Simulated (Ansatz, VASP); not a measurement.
# Two plane-wave programs on Mg

```xyz
1
Lattice="0.0000 2.2738 2.2738 2.2738 0.0000 2.2738 2.2738 2.2738 0.0000" Properties=species:S:1:pos:R:3 pbc="T T T"
Mg    0.0000    0.0000    0.0000
```

Change from the starting cell: volume scaled by 1.04.

Alike in both runs: task single point; functional PBE; k mesh 10 × 10 × 10; occupations fermi-dirac, width 0.05 eV; no spin polarisation.

|  | VASP | Ansatz |
| --- | --- | --- |
| version | VASP 6.6.1 | Ansatz 0.2.0 |
| potentials or method | VASP PAW PBE potentials, release 64 (Mg) | Ansatz PAW |
| plane-wave cutoff (eV) | 520 | 420 |
| valence electrons in the cell | 2 | 10 |

Ansatz gave:

| Item | Value |
| --- | --- |
| gap on the k mesh at the Fermi level (eV) | none |
| pressure (GPa) | -0.6 |

Question: Estimate VASP's values.

Answer: gap on the k mesh at the Fermi level (eV): none; pressure (GPa): -0.7.

A gap of «none» marks a metal or a gap that the smearing closes. The functional is the same, so the differences come from potentials, cutoffs and numerics. The two sets of potentials don't hold the same shells in valence.
